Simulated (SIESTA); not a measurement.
Crystal: Nb3Sn.

```
CELL_PARAMETERS angstrom
5.28210 0.00000 0.00000
0.00000 5.28210 0.00000
0.00000 0.00000 5.28210
ATOMIC_POSITIONS crystal
Sn 0.50000 0.50000 0.50000
Sn 0.00000 0.00000 0.00000
Nb 0.00000 0.50000 0.25000
Nb 0.00000 0.50000 0.75000
Nb 0.50000 0.25000 0.00000
Nb 0.75000 0.00000 0.50000
Nb 0.50000 0.75000 0.00000
Nb 0.25000 0.00000 0.50000
```

```yaml
Program: SIESTA 5.4.2
Task: single point
Functional: PBE
Potentials_or_basis: PseudoDojo 0.4 standard (PBE files)
Basis: DZP (energy shift 0.003 Ry; two zetas on semicore shells)
Grid_cutoff: 800 Ry
Energy_shift: 0.003 Ry
k_mesh: 5 × 5 × 5
Occupations: fermi-dirac, width 0.05 eV
Spin: no spin polarisation
```

On this cell: pressure 5.7 GPa; largest force zero by symmetry; band gap on the k mesh none (metal or under the smearing width).

The same run follows on a disturbed copy (atoms moved at random, drawn with an rms of 0.05 Å):

```xyz
8
Lattice="5.2821 0.0000 0.0000 0.0000 5.2821 0.0000 0.0000 0.0000 5.2821" Properties=species:S:1:pos:R:3 pbc="T T T"
Sn    2.6838    2.6651    2.6580
Sn    0.0305   -0.0119   -0.0797
Nb   -0.0165    2.6101    1.2540
Nb    0.0263    2.6427    3.9413
Nb    2.6263    1.3182   -0.0025
Nb    3.9737    0.0103    2.6114
Nb    2.6668    3.9433   -0.0389
Nb    1.3398   -0.0139    2.6763
```

Question: What does the disturbed cell give?

Answer: The energy (extrapolated to zero smearing) moves by +9.5 meV/atom; pressure 6.0 GPa; largest force 0.975 eV/Å; band gap on the k mesh none (metal or under the smearing width).

Forces in eV/Å, atoms in the order of the input:
```
Sn  -0.358 -0.331 -0.497
Sn  -0.332 -0.010  0.917
Nb   0.244  0.082  0.449
Nb   0.114 -0.034 -0.174
Nb   0.186 -0.065  0.121
Nb   0.029  0.099 -0.422
Nb   0.103  0.148  0.287
Nb   0.020  0.108 -0.683
```

Stress tensor (GPa, compression positive):
```
 5.06  0.10 -0.84
 0.10  6.57  0.58
-0.84  0.58  6.32
```

Caveats: the basis of atomic orbitals isn't converged, which shifts pressures, moduli and gaps.
